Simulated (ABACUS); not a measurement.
Crystal: I.

```
I
1.0
     0.00000    2.36560    3.90984
     2.19225    0.00000    3.90984
     2.19225    2.36560    0.00000
I
1
Cartesian
  0.0000 0.0000 0.0000
```

```yaml
Program: ABACUS 3.10.1
Task: relaxation of cell and atoms
Functional: PW91
Potentials_or_basis: Ansatz NC PBE
Cutoff: 966 eV
Density_cutoff: 3864 eV
Basis: plane waves
k_mesh: 7 × 7 × 7
Occupations: fermi-dirac, width 0.05 eV
Spin: no spin polarisation
```

At the start: pressure 0.6 GPa; volume 40.55 Å³/atom.

How do energy, volume and symmetry change on relaxing?

Over 19 steps the energy falls by 9.0 meV/atom and the volume is 45.19 Å³/atom (+11.4 %); space group Fmmm (No. 69, to 0.05 Å).

The path:
```
step  energy change (eV)  largest force (eV/Å)  pressure (GPa)  volume (Å³)
   1              0.0000                0.0000            0.55        40.55
   2             -0.0023                0.0000            0.11        41.41
   3             -0.0027                0.0000           -0.17        41.99
   4             -0.0044                0.0000           -0.14        42.34
   5             -0.0074                0.0000            0.00        43.37
   6             -0.0076                0.0000            0.08        43.29
   7             -0.0077                0.0000            0.20        43.19
   8             -0.0079                0.0000            0.15        43.33
   9             -0.0082                0.0000            0.01        43.76
  10             -0.0083                0.0000            0.04        43.87
  11             -0.0087                0.0000            0.12        44.18
  12             -0.0088                0.0000           -0.03        44.47
  13             -0.0088                0.0000           -0.01        44.43
  14             -0.0089                0.0000            0.00        44.53
  15             -0.0089                0.0000            0.01        44.76
  16             -0.0090                0.0000            0.02        44.87
  17             -0.0090                0.0000            0.02        45.15
  18             -0.0090                0.0000           -0.06        45.30
  19             -0.0090                0.0000            0.00        45.19
```

Final structure:
```cif
data_structure
_symmetry_space_group_name_H-M 'P 1'
_symmetry_Int_Tables_number 1
_cell_length_a 4.9162
_cell_length_b 4.8531
_cell_length_c 3.2393
_cell_angle_alpha 71.691
_cell_angle_beta 69.587
_cell_angle_gamma 38.723
_cell_volume 45.19
loop_
_atom_site_label
_atom_site_type_symbol
_atom_site_fract_x
_atom_site_fract_y
_atom_site_fract_z
_atom_site_occupancy
I1 I 0.00000 0.00000 0.00000 1
```

Caveat: the potentials were made for another functional, which shifts forces and pressure; an odd number of electrons without spin polarisation forces a metal; a magnetic or distorted state may lie lower.
